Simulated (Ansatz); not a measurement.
## Twisted h-AlN/h-SiC alternating trilayer, 27.80° (78 atoms): taking the cell apart

How much energy holds the two parts of twisted h-AlN/h-SiC alternating trilayer, 27.80° (78 atoms) together, how does it fall off with distance, and how much does it hang on the functional?

Program: Ansatz 0.2.0. Level of theory: Kohn-Sham DFT, PBE+D3(BJ), PAW (set soft_2), plane waves. Results are calculated unless marked as measured.

## Step 1: The starting structure

The cell holds 78 atoms: 26 Al, 26 N, 13 Si and 13 C. Cell: a = 11.231 Å, b = 11.231 Å, c = 20.350 Å, α = 90.0°, β = 90.0°, γ = 120.0°. It derives from AlN and SiC. h-AlN (a = 3.13 Å) under h-SiC (a = 3.1 Å), alternating trilayer, commensurate cell of 13 unit cells a layer, twist 27.80 deg, both strained to the mean lattice constant; facing planes 3.16, 3.19 Å apart; 14 Å of vacuum; layers as built, displaced by a Gaussian of 0.01 Å. Regions: layer 1, 26 atoms (13 Al and 13 N); layer 2, 26 atoms (13 Si and 13 C); layer 3, 26 atoms (13 Al and 13 N). Vacuum lies along c.

As a file:

```xyz
78
Lattice="11.2313 0.0000 0.0000 -5.6156 9.7266 0.0000 0.0000 0.0000 20.3500" Properties=species:S:1:pos:R:3
Al    0.4214    1.7597    6.9947
N     1.7270    0.5260    6.9976
Al   -0.4341    4.7341    6.9998
N     0.8553    3.5066    6.9882
Al   -1.2936    7.7125    6.9833
N     0.0188    6.4843    6.9896
Al    3.4630    1.0093    7.0024
N    -0.8629    9.4879    7.0000
Al    2.5963    3.9773    6.9978
N     3.8897    2.7311    6.9882
Al    1.7089    6.9764    7.0130
N     3.0164    5.7417    6.9963
Al    6.4769    0.2574    7.0305
N     2.1674    8.7163    7.0126
Al    5.6319    3.2442    6.9945
N     6.9170    2.0073    6.9976
Al    4.7638    6.2256    7.0016
N     6.0292    5.0029    6.9939
Al    3.8927    9.2184    7.0041
N     5.1868    8.0008    7.0020
Al    8.6354    2.4909    7.0083
N     9.9534    1.2505    7.0030
Al    7.7790    5.4815    6.9882
N    -2.1515    4.2426    7.0100
Al   -4.3409    8.4643    6.9939
N    -3.0400    7.2275    6.9912
Si    7.7694    0.9899   10.1540
C     7.3230    2.7373   10.1669
Si    5.6168    3.2560   10.1569
C     5.1911    4.9632   10.1610
Si    4.7629    0.2325   10.1728
C     4.3032    1.9859   10.1551
Si    3.4502    5.4766   10.1616
C     3.0217    7.2338   10.1673
Si    2.6123    2.4852   10.1512
C     2.1466    4.2318   10.1443
Si   -3.8866    9.2200   10.1536
C     1.2909    1.2495   10.1520
Si    1.2924    7.7220   10.1671
C     0.8791    9.4716   10.1626
Si    0.4313    4.7189   10.1711
C     0.0087    6.4903   10.1420
Si   -0.4357    1.7492   10.1583
C    -0.8781    3.4979   10.1640
Si    4.3041    8.4653   10.1620
C     9.5048    0.5016   10.1553
Si   -1.7208    6.9918   10.1485
C    -2.1669    8.7130   10.1660
Si    8.6384    3.9826   10.1740
C    -3.0497    5.7446   10.1689
Si    6.4801    6.2223   10.1679
C     6.0537    7.9849   10.1518
Al    0.4380    1.7487   13.3423
N     1.7264    0.5032   13.3453
Al   -0.4361    4.7527   13.3773
N     0.8592    3.4831   13.3524
Al   -1.2892    7.7125   13.3378
N    -0.0013    6.4891   13.3429
Al    3.4445    1.0057   13.3797
N    -0.8607    9.4706   13.3634
Al    2.5964    3.9968   13.3516
N     3.8928    2.7372   13.3518
Al    1.7298    6.9774   13.3472
N     3.0254    5.7420   13.3455
Al    6.4757    0.2638   13.3305
N     2.1670    8.7368   13.3510
Al    5.6225    3.2370   13.3506
N     6.9060    1.9913   13.3622
Al    4.7699    6.2266   13.3392
N     6.0555    4.9783   13.3543
Al    3.8844    9.2267   13.3439
N     5.1870    7.9861   13.3404
Al    8.6401    2.4948   13.3455
N     9.9371    1.2419   13.3333
Al    7.7930    5.4962   13.3303
N    -2.1609    4.2371   13.3500
Al   -4.3184    8.4843   13.3468
N    -3.0131    7.2291   13.3368
```

## Step 2: Single point at the start

A single point comes first, to see the forces before anything moves.

The input, input.yaml:

```yaml
crystal:
  lattice:
    - [11.2313, 0.0, 0.0]
    - [-5.61565, 9.72659, 0.0]
    - [0.0, 0.0, 20.35]
  atoms:
    - { symbol: Al, position: [0.12798, 0.18092, 0.34372] }
    - { symbol: "N", position: [0.18081, 0.05408, 0.34386] }
    - { symbol: Al, position: [0.20471, 0.48672, 0.34397] }
    - { symbol: "N", position: [0.25641, 0.36052, 0.3434] }
    - { symbol: Al, position: [0.28129, 0.79293, 0.34316] }
    - { symbol: "N", position: [0.335, 0.66666, 0.34347] }
    - { symbol: Al, position: [0.36022, 0.10377, 0.3441] }
    - { symbol: "N", position: [0.4109, 0.97546, 0.34398] }
    - { symbol: Al, position: [0.43562, 0.40891, 0.34387] }
    - { symbol: "N", position: [0.48672, 0.28079, 0.3434] }
    - { symbol: Al, position: [0.51078, 0.71725, 0.34462] }
    - { symbol: "N", position: [0.56373, 0.59031, 0.3438] }
    - { symbol: Al, position: [0.58991, 0.02646, 0.34548] }
    - { symbol: "N", position: [0.64104, 0.89613, 0.3446] }
    - { symbol: Al, position: [0.66822, 0.33354, 0.34371] }
    - { symbol: "N", position: [0.71905, 0.20637, 0.34386] }
    - { symbol: Al, position: [0.74418, 0.64006, 0.34406] }
    - { symbol: "N", position: [0.794, 0.51435, 0.34368] }
    - { symbol: Al, position: [0.82047, 0.94775, 0.34418] }
    - { symbol: "N", position: [0.8731, 0.82257, 0.34408] }
    - { symbol: Al, position: [0.89691, 0.25609, 0.34439] }
    - { symbol: "N", position: [0.9505, 0.12856, 0.34413] }
    - { symbol: Al, position: [0.9744, 0.56356, 0.3434] }
    - { symbol: "N", position: [0.02653, 0.43619, 0.34447] }
    - { symbol: Al, position: [0.04861, 0.87022, 0.34368] }
    - { symbol: "N", position: [0.10086, 0.74307, 0.34355] }
    - { symbol: Si, position: [0.74265, 0.10177, 0.49897] }
    - { symbol: C, position: [0.79273, 0.28142, 0.4996] }
    - { symbol: Si, position: [0.66748, 0.33475, 0.49911] }
    - { symbol: C, position: [0.71733, 0.51027, 0.49931] }
    - { symbol: Si, position: [0.43602, 0.0239, 0.49989] }
    - { symbol: C, position: [0.48523, 0.20417, 0.49902] }
    - { symbol: Si, position: [0.58872, 0.56305, 0.49934] }
    - { symbol: C, position: [0.6409, 0.74371, 0.49962] }
    - { symbol: Si, position: [0.36035, 0.25551, 0.49883] }
    - { symbol: C, position: [0.40867, 0.43508, 0.49849] }
    - { symbol: Si, position: [0.12791, 0.94792, 0.49895] }
    - { symbol: C, position: [0.17917, 0.12846, 0.49887] }
    - { symbol: Si, position: [0.51203, 0.79391, 0.49961] }
    - { symbol: C, position: [0.56516, 0.97378, 0.49939] }
    - { symbol: Si, position: [0.28098, 0.48515, 0.49981] }
    - { symbol: C, position: [0.33441, 0.66727, 0.49838] }
    - { symbol: Si, position: [0.05113, 0.17984, 0.49918] }
    - { symbol: C, position: [0.10163, 0.35962, 0.49946] }
    - { symbol: Si, position: [0.81839, 0.87033, 0.49936] }
    - { symbol: C, position: [0.87206, 0.05157, 0.49903] }
    - { symbol: Si, position: [0.2062, 0.71883, 0.4987] }
    - { symbol: C, position: [0.25496, 0.89579, 0.49956] }
    - { symbol: Si, position: [0.97387, 0.40946, 0.49995] }
    - { symbol: C, position: [0.02377, 0.59061, 0.4997] }
    - { symbol: Si, position: [0.89683, 0.63972, 0.49965] }
    - { symbol: C, position: [0.94947, 0.82094, 0.49886] }
    - { symbol: Al, position: [0.12889, 0.17979, 0.65564] }
    - { symbol: "N", position: [0.17958, 0.05173, 0.65579] }
    - { symbol: Al, position: [0.20549, 0.48863, 0.65736] }
    - { symbol: "N", position: [0.25555, 0.3581, 0.65614] }
    - { symbol: Al, position: [0.28168, 0.79293, 0.65542] }
    - { symbol: "N", position: [0.33346, 0.66715, 0.65567] }
    - { symbol: Al, position: [0.35839, 0.1034, 0.65748] }
    - { symbol: "N", position: [0.41021, 0.97368, 0.65668] }
    - { symbol: Al, position: [0.43663, 0.41091, 0.6561] }
    - { symbol: "N", position: [0.48731, 0.28141, 0.65611] }
    - { symbol: Al, position: [0.51269, 0.71735, 0.65588] }
    - { symbol: "N", position: [0.56454, 0.59034, 0.6558] }
    - { symbol: Al, position: [0.59014, 0.02712, 0.65506] }
    - { symbol: "N", position: [0.64206, 0.89824, 0.65607] }
    - { symbol: Al, position: [0.66701, 0.3328, 0.65605] }
    - { symbol: "N", position: [0.71725, 0.20473, 0.65662] }
    - { symbol: Al, position: [0.74478, 0.64016, 0.65549] }
    - { symbol: "N", position: [0.79507, 0.51182, 0.65623] }
    - { symbol: Al, position: [0.82016, 0.94861, 0.65572] }
    - { symbol: "N", position: [0.87236, 0.82106, 0.65555] }
    - { symbol: Al, position: [0.89753, 0.25649, 0.6558] }
    - { symbol: "N", position: [0.94861, 0.12768, 0.6552] }
    - { symbol: Al, position: [0.9764, 0.56507, 0.65505] }
    - { symbol: "N", position: [0.02541, 0.43562, 0.65602] }
    - { symbol: Al, position: [0.05164, 0.87228, 0.65586] }
    - { symbol: "N", position: [0.10334, 0.74323, 0.65537] }
kpoints:
  mp_grid: { grid: [3, 3, 1] }
hamiltonian:
  xc: pbe
  dispersion: d3bj
scf:
  occupations: { method: fermi_dirac, width: 0.025 }
output:
  forces: true
```

Started as:

```console
> ansatz run input.yaml --threads 4 --pin off --max-ram 15872MiB --backend cpu --events-out ev --progress --plain --runs-dir out
```

Numbers of over 12 decimals in the logs are rounded to 6 here.

The program printed:

```text
Engine: ansatz 0.2.0, x86_64-unknown-linux-gnu
Pseudopotentials: kind: paw
Pseudopotential: Al, paw, valence charge 3, recommended cutoff 420 eV (normal), Al.paw.azcp
Pseudopotential: N, paw, valence charge 5, recommended cutoff 420 eV (normal), N.paw.azcp
Pseudopotential: Si, paw, valence charge 4, recommended cutoff 420 eV (normal), Si.paw.azcp
Pseudopotential: C, paw, valence charge 4, recommended cutoff 420 eV (normal), C.paw.azcp
[... 5 lines on functional and potentials left out ...]
Crystal: 78 atoms, lattice volume = 2223.080 Å³
Basis set: ecut = 420 eV, 43467 PW (Γ), exchange–correlation on 160×160×288 points (8 copies of the dense FFT grid, shifted against one another)
Bands: 234, of which v1, the nominal top of the filled ones, is band 156 counted from 1 (155 counted from 0)
Symmetry: 1 space group operations
Space group: P1 (ITA 1), of the structure as read, at distance tolerance 1.3e-4 Å
k-points: 5 of 9 (time reversal used)
[... 9 lines on functional and potentials left out ...]
Initial density: superposition of atomic densities (neutral atoms: chi_scale 0, normalization atom), corrected by the library's trained network
Initial wavefunctions: pseudopotential atomic-orbital guess
Functional: x = pbe(κ = 0.804, μ = 0.219515), c = pbe(β = 0.066725)
SCF iter   1: F=—  HF=-35536.359840 eV  |F-HF|=—  |Δ(HF+E_count)|=         —  Δρ=2.13e-3  dr2=2.76e-1  ethr=1.77e-3  ⟨swp⟩=8.6  Hψ=6675  notcnv=0  defer=284
preconditioner: auto → Resta (q_TF=auto, 1.967 Å⁻¹)  ε∞=2.7  [insulator: Δε(μ)=1.635 eV  Ē_g=10.667 eV  σ=0.025 eV  W_gap=1.00  n_scr=312 (ndim 8)  ℏωp=13.9 eV  f_vac=0.487  D(μ)=0.00/eV (n_scr^D=0)  ε∞_Penn≈2.7  vacuum switching on, ρ_ref=8.3e-3 e/Å³]
SCF iter   2: F=—  HF=-35536.334165 eV  |F-HF|=—  |Δ(HF+E_count)|=   2.57e-2  Δρ=1.14e-3  dr2=3.54e-2  ethr=8.84e-5  ⟨swp⟩=2.6  Hψ=1471  notcnv=0  defer=359
SCF iter   3: F=—  HF=-35536.343729 eV  |F-HF|=—  |Δ(HF+E_count)|=   9.56e-3  Δρ=5.24e-4  dr2=7.02e-3  ethr=1.13e-5  ⟨swp⟩=2.2  Hψ=1601  notcnv=0  defer=89
automatic band count: iteration 3 solves 180 bands in place of 234: the levels show a gap, and the empty bands left out lie too high to hold charge; the band table lists the bands solved (type scf.n_extra_bands for more)
SCF iter   4: F=—  HF=-35536.344559 eV  |F-HF|=—  |Δ(HF+E_count)|=   8.30e-4  Δρ=2.10e-4  dr2=1.13e-3  ethr=2.25e-6  ⟨swp⟩=2.0  Hψ=1490  notcnv=0  defer=89
SCF iter   5: F=—  HF=-35536.344684 eV  |F-HF|=—  |Δ(HF+E_count)|=   1.25e-4  Δρ=5.55e-5  dr2=6.28e-5  ethr=3.61e-7  ⟨swp⟩=2.0  Hψ=1590  notcnv=0  defer=89
SCF iter   6: F=—  HF=-35536.345432 eV  |F-HF|=—  |Δ(HF+E_count)|=   7.47e-4  Δρ=3.20e-5  dr2=2.51e-5  ethr=2.01e-8  ⟨swp⟩=2.0  Hψ=1591  notcnv=0  defer=89
SCF iter   7: F=—  HF=-35536.345434 eV  |F-HF|=—  |Δ(HF+E_count)|=   2.37e-6  Δρ=7.94e-6  dr2=1.92e-6  ethr=8.03e-9  ⟨swp⟩=2.0  Hψ=1572  notcnv=0  defer=89
SCF iter   8: F=—  HF=-35536.345434 eV  |F-HF|=—  |Δ(HF+E_count)|=   2.20e-7  Δρ=2.58e-6  dr2=1.58e-7  ethr=6.14e-10  ⟨swp⟩=2.0  Hψ=1587  notcnv=0  defer=89
SCF iter   9: F=-35536.345434 eV  HF=-35536.345434 eV  |F-HF|=8.30e-9  |Δ(HF+E_count)|=   1.02e-7  Δρ=9.36e-7  dr2=3.02e-8  ethr=3.21e-11  ⟨swp⟩=4.0  Hψ=3260  notcnv=0
SCF 1 converged in 9 iterations: F = -35536.345434 eV  dr2 = 3.02e-8
  greatest PAW one-centre occupation: 0.794 electrons in one spin orbital (limit 2), on the N atom at site 19 (counted from 0), in its partial waves of l = 0
SCF converged after 9 iterations
Free energy (F): -35536.345434 eV
Harris-Foulkes:  -35536.345434 eV  (|F-HF|=8.30e-9)
Internal energy: -35536.345434 eV  (E = F + TS)
E sigma→0 (E₀):  -35536.345434 eV
Fermi energy:    0.863149 eV
--- Per-component energies (eV) ---
  E_band       = -1725.755228
  E_kinetic    = 5780.070485
  E_local      = -92654.689017  (includes V_loc(G=0)·N_el)
  E_nonlocal   = 2141.996856
  E_hartree    = 43936.837048
  E_xc         = -3957.267542
  E_vxc        = -4141.926648  (∫ρ·V_xc dr)
  E_paw        = -23432.296146  (= ΣΔE_a)
  E_vpaw       = -724.919277  (= ΣTr[D̂ρ^β])
  E_aug_tail   = 0.002647  (compensation charges beyond the density's cutoff)
  E_ewald      = 32663.123029
  E_disp       = -14.122794  (pairwise vdW)
  E_smearing   = -0.000000  (= −TS)
  E_closure    = 0.000000  (closes the sum)
  Σ components = -35536.345434   (vs F -35536.345434, Δ=0.00e0)
--- Forces (eV/Å), atoms counted from 1 ---
  atom   1  Al     0.53068070     0.10066972     0.12622669
  atom   2  N      0.07618584    -1.01181280    -0.21186640
  atom   3  Al     0.15494660     0.34824402    -0.01641623
  atom   4  N      0.25600753    -0.24775190    -0.20547973
  atom   5  Al    -0.15645676     0.53742071     0.04857563
  atom   6  N     -0.93788866    -0.29430368    -0.45552886
  atom   7  Al    -0.29737010    -0.47163932    -0.00167281
  atom   8  N     -0.06231858    -0.44354119    -0.03064616
  atom   9  Al    -0.14617472     0.35457696     0.22133474
  atom  10  N      0.31685412     0.72976855    -0.25831241
  atom  11  Al     0.83878693     0.22807986    -0.07291058
  atom  12  N      0.39363176    -0.31623272    -0.00242804
  atom  13  Al     0.33627204    -0.30957032     0.13984331
  atom  14  N     -0.29775177     0.35066482    -0.18196828
[...]
atom  77  Al     0.19759018    -0.19134070    -0.18417346
  atom  78  N     -0.22060553     0.32233966     0.25398442
  max |Σ_I F_I| component: 8.32e-6 eV/Å
```

Run time: 53 s. Hardware: 4 threads of Intel Xeon 6975P-C (Granite Rapids), shared host; peak memory 8.6 GiB; 3.4 min of CPU time.

The column dr2 measures how far the density is from self-consistency, as an energy; F and HF (Harris–Foulkes) agree once it is small.

The r.m.s. force at the start is 0.38 eV/Å.

## Step 3: Relaxation

With the cell held, the atoms are moved downhill towards a nearby minimum.

The input, input.yaml:

```yaml
crystal:
  lattice:
    - [11.2313, 0.0, 0.0]
    - [-5.61565, 9.72659, 0.0]
    - [0.0, 0.0, 20.35]
  atoms:
    [... the 78 atom lines of step 2 ...]
kpoints:
  mp_grid: { grid: [3, 3, 1] }
hamiltonian:
  xc: pbe
  dispersion: d3bj
scf:
  occupations: { method: fermi_dirac, width: 0.025 }
output:
  forces: true
relax:
  f_tol: 0.05
  max_steps: 120
```

The program printed:

```text
[...]
Crystal: 78 atoms, lattice volume = 2223.080 Å³
Basis set: ecut = 420 eV, 43467 PW (Γ), exchange–correlation on 160×160×288 points (8 copies of the dense FFT grid, shifted against one another)
Bands: 234, of which v1, the nominal top of the filled ones, is band 156 counted from 1 (155 counted from 0)
Symmetry: 1 space group operations
[...]
k-points: 5 of 9 (time reversal used)
[...]
SCF iter   1: F=—  HF=-35536.359838 eV  |F-HF|=—  |Δ(HF+E_count)|=         —  Δρ=2.13e-3  dr2=2.76e-1  ethr=1.77e-3  ⟨swp⟩=8.6  Hψ=6675  notcnv=0  defer=284
[...]
SCF iter   5: F=—  HF=-35536.345406 eV  |F-HF|=—  |Δ(HF+E_count)|=   1.29e-4  Δρ=5.61e-5  dr2=6.72e-5  ethr=3.67e-7  ⟨swp⟩=2.0  Hψ=1591  notcnv=0  defer=359
SCF iter   6: F=-35536.345420 eV  HF=-35536.345431 eV  |F-HF|=1.04e-5  |Δ(HF+E_count)|=   2.44e-5  Δρ=3.21e-5  dr2=2.49e-5  ethr=2.00e-8  ⟨swp⟩=4.0  Hψ=3482  notcnv=0
SCF 1 converged in 6 iterations: F = -35536.345420 eV  dr2 = 2.49e-5
[...]
relax step   1: F+E_penalty+E_count = -35536.34542024 eV  Δ(F+E_penalty+E_count) = +0.000e0 eV  max|allowed force component| = 1.246e0 eV/Å  Δτ_max = 0.0000 Å  (6 SCF iters, dr2 threshold 6.25e-5 eV, accepted)
[...]
relax step   2: F+E_penalty+E_count = -35536.88061373 eV  Δ(F+E_penalty+E_count) = -5.352e-1 eV  max|allowed force component| = 6.497e-1 eV/Å  Δτ_max = 0.1946 Å  (7 SCF iters, dr2 threshold 9.70e-5 eV, accepted)
[...]
relax step   3: F+E_penalty+E_count = -35537.06524866 eV  Δ(F+E_penalty+E_count) = -1.846e-1 eV  max|allowed force component| = 6.614e-2 eV/Å  Δτ_max = 0.1113 Å  (7 SCF iters, dr2 threshold 2.64e-5 eV, accepted)
relax step   4: F+E_penalty+E_count = -35537.07287408 eV  Δ(F+E_penalty+E_count) = -7.625e-3 eV  max|allowed force component| = 6.791e-2 eV/Å  Δτ_max = 0.0396 Å  (8 SCF iters, accepted)
[...]
relax step   5: F+E_penalty+E_count = -35537.07378903 eV  Δ(F+E_penalty+E_count) = -9.150e-4 eV  max|allowed force component| = 9.643e-3 eV/Å  Δτ_max = 0.0108 Å  (7 SCF iters, accepted)
SCF converged after 7 iterations
Free energy (F): -35537.073789 eV
[...]
Internal energy: -35537.073789 eV  (E = F + TS)
E sigma→0 (E₀):  -35537.073789 eV
Fermi energy:    0.762060 eV
[...]
Σ components = -35537.073789   (vs F -35537.073789, Δ=0.00e0)
--- Forces (eV/Å), atoms counted from 1 ---
  atom   1  Al     0.00069280    -0.00043265    -0.00052960
  atom   2  N      0.00060934    -0.00093354    -0.00274904
  atom   3  Al    -0.00243874    -0.00137180     0.00477842
  atom   4  N      0.00097348    -0.00096293    -0.00254050
[...]
atom  78  N     -0.00090839    -0.00039952    -0.00213456
  max |Σ_I F_I| component: 2.34e-4 eV/Å
--- Relaxed structure (5 steps of the walk, 5 accepted, 0 SCFs on fresh bases) ---
  F+E_penalty+E_count = -35537.07378903 eV   max|allowed force component| = 9.643e-3 eV/Å
  atoms:
    - { symbol: Al, position: [0.129125, 0.178856, 0.338420] }
    - { symbol: N, position: [0.179351, 0.049393, 0.337043] }
    - { symbol: Al, position: [0.204928, 0.486929, 0.334798] }
    - { symbol: N, position: [0.256120, 0.358690, 0.336344] }
[...]
- { symbol: N, position: [0.103545, 0.744508, 0.663133] }
```

Wall time 3.9 min (4 threads); peak memory 8.7 GiB; 15 min of CPU time.

The relaxation converged after 5 steps, 0.728 eV below its start, with a largest force component of 0.0096 eV/Å.

(Continued in part 2 of 3.)

[Logs are printed without paths, hosts, clocks, repeated set-up lines and the standing remarks that a program may print on its own settings, such as how far it seeks lower states.]

[Hosts, paths, dates, database ids (printed as entryN), source tags and the programs' standing remarks are cut or masked in the printed files.]
